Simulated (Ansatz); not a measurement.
The system is Yb.

```
Yb
1.0
     0.00000    2.74310    2.74310
     2.74310    0.00000    2.74310
     2.74310    2.74310    0.00000
Yb
1
Cartesian
  0.0000 0.0000 0.0000
```

Base run:

| Item | Value |
| --- | --- |
| Program | Ansatz 0.2.0 |
| Functional | PBEsol |
| Potentials or basis | Ansatz PAW |
| Cutoff | 420 eV |
| Density cutoff | 1680 eV |
| k mesh | 8 × 8 × 8 |
| Occupations | fermi-dirac, width 0.05 eV |
| Spin | collinear spin, ferromagnetic start |
| Starting moments | [1.0] μB |

Its results: band gap on the k mesh none (metal or under the smearing width); pressure -3.3 GPa; net moment 0.00 μB per cell.

Q: The run is repeated on the same cell with these changes: spin from collinear spin, ferromagnetic start to non-collinear spin, ferromagnetic start, spin-orbit coupling; potential files from those of the base run to others of the same set; moments at the start from [1.0] to [1.0, 0.0, 0.0]. What comes out?

A: Band gap on the k mesh none (metal or under the smearing width); pressure -3.8 GPa; net moment 0.00 μB per cell.

Caveats: the PAW data sets come from PBE, with cores solved anew for the run's functional, which leaves a small shift of forces and pressure; spin-orbit coupling is left out, which moves the levels of the heavy elements (some runs).

Not every run made on this cell is shown here.
